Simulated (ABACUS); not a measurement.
Crystal: Nb.

```
Nb
1.0
    -1.66395    1.66395    1.66395
     1.66395   -1.66395    1.66395
     1.66395    1.66395   -1.66395
Nb
1
Direct
  0.00000 0.00000 0.00000
```

Base run:

```yaml
Program: ABACUS 3.10.1
Functional: revPBE
Potentials_or_basis: PseudoDojo NC SR 0.5 PBE standard
Cutoff: 1116 eV
Density_cutoff: 4463 eV
Basis: plane waves
k_mesh: 9 × 9 × 9
Occupations: fermi-dirac, width 0.05 eV
Spin: no spin polarisation
```

Its results: band gap on the k mesh none (metal or under the smearing width); pressure -0.6 GPa.

Task: The run is repeated on the same cell with these changes: functional from revPBE to PW91. What comes out?

Result: Band gap on the k mesh none (metal or under the smearing width); pressure -2.9 GPa.

PW91 binds more tightly than revPBE, so the same cell stands under less pressure.

Caveats: the potentials were made for another functional, which shifts forces and pressure.

Not every run made on this cell is shown here.
